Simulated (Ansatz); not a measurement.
MnO2:

```
Mn O
1.0
     1.42843    0.82471    4.58393
    -1.42843    0.82471    4.58393
     0.00000   -1.64941    4.58393
Mn O
1 2
Direct
  0.00000 0.00000 0.00000
  0.73564 0.73564 0.73564
  0.26436 0.26436 0.26436
```

Measurements of this composition are mostly on another form, of space group No. 136.

Base run:

- Program: Ansatz 0.2.0
- Functional: PBEsol
- Potentials or basis: all-electron LAPW, inner shells corrected to Dirac's equation
- Cutoff: 418 eV (chosen from the basis error)
- Basis error allowed: 0.002 eV/atom
- k mesh: 11 × 11 × 11
- Occupations: fermi-dirac, width 0.05 eV
- Spin: collinear spin, ferromagnetic start
- Starting moments: [4.0, 0.0, 0.0] μB

Its results: band gap on the k mesh 0.78 eV, indirect (least direct gap 0.85 eV); pressure -2.0 GPa; net moment 3.00 μB per cell; site moments Mn +2.72; O +0.05 μB; largest force 0.161 eV/Å.

**Question.** The run is repeated on the same cell with these changes: potentials or basis from all-electron LAPW, inner shells corrected to Dirac's equation to all-electron LAPW, non-relativistic. What comes out?

**Answer.** Band gap on the k mesh 0.75 eV, indirect (least direct gap 0.80 eV); pressure -0.8 GPa; net moment 3.00 μB per cell; site moments Mn +2.72; O +0.05 μB; largest force 0.068 eV/Å.

Caveats: a cell with one magnetic atom can't hold antiferromagnetic order, which such compounds often take.

A k mesh can miss the band edges.
